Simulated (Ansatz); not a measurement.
Runs of Ansatz 0.2.0 on Cu. It takes space group I4/mmm (No. 139, tetragonal). The conventional cell has a = 2.886 Å, b = 2.886 Å, c = 2.752 Å, α = 90.00°, β = 90.00°, γ = 90.00°. Cu (site symmetry 4/mmm) is surrounded by 10 Cu at 2.46 to 2.75 Å. This isn't the form of Cu at room conditions, which is fcc.

```tsv
task	level	potentials or basis	spin	U	cell	k mesh	cutoff (eV)	smearing	hubbard projectors	double counting	driver	mesh quality	gap on the mesh (eV)	pressure (GPa)	V0 of scaled cells (Å³/atom)	relaxed volume (Å³/atom)	B0 (GPa)
single point	r2SCAN0	Ansatz PAW	off	-	as given	7 × 7 × 7	500	fermi-dirac 0.05 eV	-	-	-	coarse	none	-	-	-	-
relaxation of the atoms	LDA+U	Ansatz PAW	off	Cu d U = 0.0 eV	atoms relaxed from: cell strained at random at fixed volume	13 × 13 × 13	420	methfessel-paxton 0.2 eV	ortho-atomic (the default)	fll (the default)	-	not flagged	-	-7.5	-	-	-
relaxation of cell and atoms	PBEsol	Ansatz PAW	collinear, ferromagnetic start	-	relaxed from: cell strained at random at fixed volume	13 × 13 × 13	420	methfessel-paxton 0.1 eV	-	-	-	not flagged	-	0.0	-	11.31	-
equation of state	HSE06	Ansatz PAW	off	-	as given	8 × 8 × 8	420	fermi-dirac 0.05 eV	-	-	-	coarse	-	-	12.06	-	123
single point	r2SCAN50	Ansatz PAW	off	-	as given	7 × 7 × 7	500	fermi-dirac 0.05 eV	-	-	-	coarse	none	-	-	-	-
projected density of states	r2SCAN0	Ansatz PAW	off	-	as given	8 × 8 × 8	500	fermi-dirac 0.15 eV	-	-	-	coarse	none	-	-	-	-
relaxation of cell and atoms	HSE03	Ansatz PAW	off	-	relaxed	7 × 7 × 7	420	fermi-dirac 0.05 eV	-	-	-	coarse	none	-	-	12.07	-
Wannier functions	PBEsol+D4+U	Ansatz PAW earlier set	off	Cu d U = 5.3 eV	as given	13 × 13 × 13	700	tetrahedron	atomic	fll (the default)	chain	not flagged	none	-	-	-	-
equation of state	LDA	Ansatz PAW	off	-	as given	13 × 13 × 13	420	fermi-dirac 0.05 eV	-	-	-	not flagged	-	-	(a)	-	(b)
Wannier functions	PBEsol+U	SSSP precision PAW	off	Cu d U = 3.5 eV	as given	13 × 13 × 13	1225	gaussian 0.05 eV	all-electron-atomic	amf	-	not flagged	none	-	-	-	-
equation of state	PBE0	Ansatz PAW	off	-	as given	8 × 8 × 8	420	fermi-dirac 0.05 eV	-	-	-	coarse	-	-	12.02	-	127
equation of state	r2SCAN	Ansatz PAW	off	-	as given	13 × 13 × 13	500	fermi-dirac 0.05 eV	-	-	-	not flagged	-	-	11.48	-	160
```

Problem. Fill in the values left out.

Solution. (a) 10.93; (b) 186.

Caveats: some runs use coarse meshes; the PAW data sets come from PBE, with cores solved anew for the run's functional, which leaves a small shift of forces and pressure (some runs); the cell was scaled at fixed shape and fractional positions, which overstates the stiffness of a crystal with free parameters, most of all of layers and chains (some runs); the U is typed as a test and isn't derived for this compound (some runs); the plane-wave basis is chosen anew once the cell has moved, so the energies of steps on either side of that aren't comparable (some runs); U without spin polarisation on a metal has little footing (some runs); pairwise dispersion overbinds metals, which lowers pressure and volume (some runs).

A k mesh can miss the band edges.

A gap of «none» marks a metal or a gap under the smearing width.

Not every run made on this cell is shown here.
